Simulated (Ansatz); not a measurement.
AgBr in the rocksalt structure, relaxed with r2SCAN in the PAW code Ansatz: it is cubic, Fm-3m (No. 225); a = 5.785 Å in the conventional setting, 24.21 Å³ an atom. Around Ag lie 6 Br at 2.89 Å; around Br lie 6 Ag at 2.89 Å. The primitive cell holds 2 atoms in 48.41 Å³. (Simulation; spin polarisation is off.)

Computed values: HSE06 (6×6×6) gives a least gap of 2.03 eV and a least direct gap of 3.77 eV. In PBE's bands the lowest conduction level rises by 0.223 eV from Γ to the point 0.1086 1/Å along Γ–X; the direct gap at Γ is 2.53 eV. r2SCAN's ε∞ is 5.22.

Question: What is the density?

Answer: The cell holds 1 Ag, 1 Br: M = 1×107.868 + 1×79.904 = 187.77 u in V = 48.41 Å³. ρ = 1.66054 × M/V = 1.66054 × 187.77/48.41 = 6.441 g/cm³, for the static r2SCAN lattice.

Question: At what wavelength does absorption set in by HSE06, excitons left aside?

Answer: λ = 1239.84 eV nm/E: 611 nm for the least gap, where it needs phonons and is weak, and 329 nm for direct transitions.

Question: Estimate the electron mass at Γ from the rise of PBE's conduction level.

Answer: A parabola gives m*/mₑ = (ħ²/2mₑ) k²/ΔE = 3.810 × 0.1086²/0.223 = 0.202. The band flattens away from Γ; with E(1 + E/E_g) = ħ²k²/2m* the mass at the edge is 0.202/(1 + 0.223/2.53) = 0.185 (1/E_g is only a rough value for the bending). It is PBE's mass, and a gap that is too small makes it too light.

Question: What refractive index and reflectivity at normal incidence follow, below the gap and above the phonons?

Answer: n = √5.22 = 2.285; R = ((n − 1)/(n + 1))² = (1.285/3.285)² = 15.3 % a face.

The runs are scalar-relativistic, without spin-orbit coupling.

The meshes of the hybrids are coarse, so their gaps aren't converged to the digits shown.
